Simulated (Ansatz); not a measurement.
## A Li vacancy in rocksalt LiF, 63 atoms, charge +1

Level of theory: DFT, PBEsol, PAW, plane waves in Ansatz 0.2.0.

Command:

```sh
ansatz run in.yaml --threads 7 --pin off --max-ram 26600MiB --runs-dir r --events-out ev --progress --plain
```

The input less its lattice and atoms (starting moments on atoms near the defect: 2 μB in all):

```yaml
crystal:
  symmetry: { detect: false }
kpoints:
  mp_grid: { grid: [1, 1, 1], shift: [0.25, 0.25, 0.25] }
hamiltonian:
  xc: pbesol
total_charge: 1
magnetization:
  spin_polarized: true
scf:
  occupations: { method: fermi_dirac, width: 0.01 }
relax:
  f_tol: 0.03
  max_steps: 80
  escape_saddle: false
  adjacent_minimum: "off"
output:
  forces: true
  eigenvalues: true
  populations: true
  charged_corrections: { epsilon: 9 }
```

Start:

```xyz
63
Lattice="8.0152 0.0000 0.0000 0.0000 8.0152 0.0000 0.0000 0.0000 8.0152" Properties=species:S:1:pos:R:3 pbc="T T T"
F     1.9936    7.9837    8.0089
F     1.9810    8.0108    4.0208
F     2.0427    4.0086    8.0000
F     2.0159    4.0226    3.9914
F     6.0173    8.0041    0.0135
F     6.0312    7.9958    3.9985
F     5.9978    4.0012    0.0082
F     6.0068    3.9779    4.0314
F     0.0154    2.0038    0.0157
F     7.9781    2.0103    4.0058
F     0.0100    6.0037    7.9970
F     0.0119    6.0561    3.9908
F     3.9989    2.0002    7.9573
F     4.0607    2.0181    4.0086
F     4.0125    6.0179    8.0075
F     4.0054    6.0233    4.0095
F     8.0067    7.9912    1.9774
F     0.0130    8.0001    5.9774
F     7.9931    4.0527    1.9886
F     8.0143    4.0555    6.0162
F     4.0202    0.0069    1.9906
F     4.0225    0.0102    6.0088
F     4.0116    4.0267    1.9963
F     4.0214    3.9918    5.9881
F     1.9841    1.9782    2.0170
F     2.0196    2.0218    6.0094
F     2.0048    6.0128    2.0025
F     2.0159    6.0471    6.0049
F     5.9902    2.0060    1.9996
F     6.0214    2.0035    6.0125
F     6.0023    6.0288    1.9863
F     6.0210    6.0473    6.0127
Li    0.0384    8.0048    7.9996
Li    7.9663    0.0133    4.0287
Li    0.0069    3.9885    0.0369
Li    0.0018    4.0004    4.0046
Li    3.9983    7.9920    7.9984
Li    4.0141    0.0300    4.0081
Li    4.0290    4.0194    7.9914
Li    1.9863    2.0167    0.0045
Li    1.9959    2.0143    4.0025
Li    2.0245    6.0190    0.0027
Li    1.9947    5.9533    4.0364
Li    6.0397    1.9867    0.0218
Li    6.0092    2.0138    4.0175
Li    6.0072    6.0196    0.0110
Li    6.0395    6.0481    3.9631
Li    2.0033    0.0035    2.0427
Li    2.0417    7.9950    6.0305
Li    2.0102    3.9742    1.9847
Li    1.9954    4.0038    6.0420
Li    6.0501    7.9956    2.0030
Li    5.9737    7.9918    6.0108
Li    5.9943    3.9948    1.9953
Li    6.0450    3.9766    6.0520
Li    7.9985    1.9799    2.0105
Li    0.0134    2.0195    6.0240
Li    8.0061    6.0435    2.0289
Li    0.0068    6.0355    6.0375
Li    4.0000    2.0029    1.9793
Li    4.0061    1.9788    6.0131
Li    4.0244    6.0207    2.0149
Li    3.9922    6.0296    5.9924
```

Steps:

| step | energy less the first (eV) | largest force component (eV/Å) |
| --- | --- | --- |
| start | 0.000 | 0.534 |
| 1 | -0.182 | 0.330 |
| 2 | -0.393 | 0.062 |
| 3 | -0.398 | 0.012 |

A structure on the way, about -0.18 eV from the start:

```xyz
63
Lattice="8.0152 0.0000 0.0000 0.0000 8.0152 0.0000 0.0000 0.0000 8.0152" Properties=species:S:1:pos:R:3 pbc="T T T"
F     1.9981    7.9941    8.0002
F     2.0003    0.0064    4.0078
F     2.0315    4.0096    8.0026
F     1.9710    4.0228    3.9944
F     6.0171    8.0131    0.0099
F     6.0327    8.0016    3.9998
F     5.9942    4.0055    0.0003
F     6.0388    3.9909    4.0201
F     0.0135    2.0131    0.0049
F     7.9873    2.0069    3.9985
F     0.0078    6.0099    8.0004
F     0.0046    6.0341    3.9925
F     3.9997    2.0043    7.9785
F     4.0495    1.9732    4.0148
F     4.0104    6.0173    8.0069
F     4.0040    6.0495    4.0087
F     8.0040    7.9953    1.9910
F     0.0100    7.9999    5.9955
F     7.9985    4.0382    1.9916
F     0.0017    4.0355    6.0102
F     4.0120    0.0018    1.9982
F     4.0191    0.0115    6.0083
F     4.0120    4.0168    1.9668
F     4.0196    4.0011    6.0252
F     1.9971    1.9921    2.0097
F     2.0090    2.0134    6.0038
F     2.0068    6.0207    1.9980
F     2.0179    6.0331    6.0032
F     6.0064    2.0066    1.9938
F     6.0227    2.0041    6.0129
F     6.0041    6.0255    1.9991
F     6.0190    6.0429    6.0211
Li    0.0353    8.0096    8.0113
Li    7.9822    0.0017    4.0397
Li    8.0151    4.0014    0.0317
Li    8.0128    3.9950    4.0024
Li    4.0017    7.9973    8.0054
Li    4.0203    0.0180    4.0081
Li    4.0218    4.0199    7.9981
Li    1.9902    2.0171    8.0142
Li    2.0054    2.0230    3.9983
Li    2.0192    6.0220    0.0019
Li    1.9989    5.9596    4.0279
Li    6.0346    1.9917    0.0157
Li    6.0030    2.0243    4.0141
Li    6.0083    6.0246    0.0152
Li    6.0272    6.0415    3.9817
Li    2.0003    0.0102    2.0306
Li    2.0333    7.9905    6.0170
Li    2.0178    3.9890    1.9949
Li    2.0023    3.9966    6.0330
Li    6.0401    7.9985    2.0012
Li    5.9791    7.9922    6.0126
Li    5.9923    3.9960    1.9963
Li    6.0363    3.9849    6.0342
Li    8.0118    1.9798    2.0033
Li    0.0086    2.0073    6.0147
Li    8.0111    6.0353    2.0257
Li    0.0030    6.0251    6.0365
Li    4.0128    2.0022    1.9976
Li    4.0032    1.9925    6.0182
Li    4.0212    6.0085    2.0201
Li    3.9994    6.0230    5.9868
```

End:

```
F Li
1.0
     8.01519    0.00000    0.00000
     0.00000    8.01519    0.00000
     0.00000    0.00000    8.01519
F Li
32 31
Direct
  0.25026 0.00012 0.99991
  0.24956 0.99983 0.49978
  0.24956 0.50000 0.99967
  0.23913 0.50023 0.50008
  0.75048 0.00012 0.99991
  0.75125 0.00035 0.50006
  0.75118 0.50028 0.00014
  0.76158 0.49997 0.49982
  0.00036 0.25001 0.99992
  0.00011 0.24928 0.49978
  0.00035 0.75025 0.99991
  0.00055 0.75097 0.50005
  0.50024 0.24934 0.99962
  0.50052 0.23883 0.50008
  0.50049 0.75094 0.00013
  0.50022 0.76135 0.49982
  0.00038 0.00011 0.24978
  0.00038 0.00010 0.75002
  0.00006 0.50000 0.24909
  0.00059 0.50027 0.75079
  0.50024 0.99989 0.24902
  0.50053 0.00035 0.75077
  0.50056 0.50024 0.23874
  0.50022 0.49994 0.76114
  0.25087 0.25062 0.25044
  0.25075 0.25049 0.74899
  0.25076 0.74917 0.25030
  0.25130 0.74972 0.74954
  0.74944 0.25051 0.25031
  0.74999 0.25106 0.74952
  0.74995 0.74976 0.25084
  0.74985 0.74963 0.74943
  0.00039 0.00007 0.99986
  0.00025 0.00008 0.49999
  0.00033 0.50018 0.99995
  0.00047 0.50011 0.49993
  0.50036 0.00002 0.99990
  0.50059 0.00020 0.49994
  0.50039 0.50023 0.99996
  0.25077 0.25056 0.99930
  0.25630 0.25596 0.50024
  0.25082 0.74959 0.99988
  0.25661 0.74363 0.50001
  0.74988 0.25058 0.99997
  0.74394 0.25633 0.49992
  0.75000 0.74979 0.00060
  0.74480 0.74460 0.49959
  0.25081 0.99952 0.25038
  0.25096 0.00014 0.74936
  0.25616 0.50038 0.25577
  0.25656 0.50008 0.74361
  0.74985 0.00016 0.25043
  0.74993 0.00069 0.74952
  0.74401 0.50011 0.25614
  0.74487 0.49986 0.74434
  0.99974 0.25054 0.25030
  0.00049 0.25063 0.74943
  0.00034 0.74959 0.25041
  0.00097 0.74972 0.74955
  0.50070 0.25584 0.25573
  0.50031 0.25629 0.74351
  0.50041 0.74377 0.25627
  0.50011 0.74457 0.74426
```

Self-consistency was reached.

Time: 63 s of wall time on 7 threads of a Neoverse-V2 processor, on a host shared with other runs; peak host memory 1.6 GiB.

Problem. How much energy did the relaxation gain, and which atom moved most?

Solution. 0.40 eV in 3 steps, from a start with small random displacements; atom 55 (Li) moved 0.12 Å, the median atom 0.04 Å (drift of the whole cell removed).

The moment started at 2 μB and ended at 2.0 μB; no other spin state is shown. The one k point has no symmetry partners, which can distort the end along one axis.
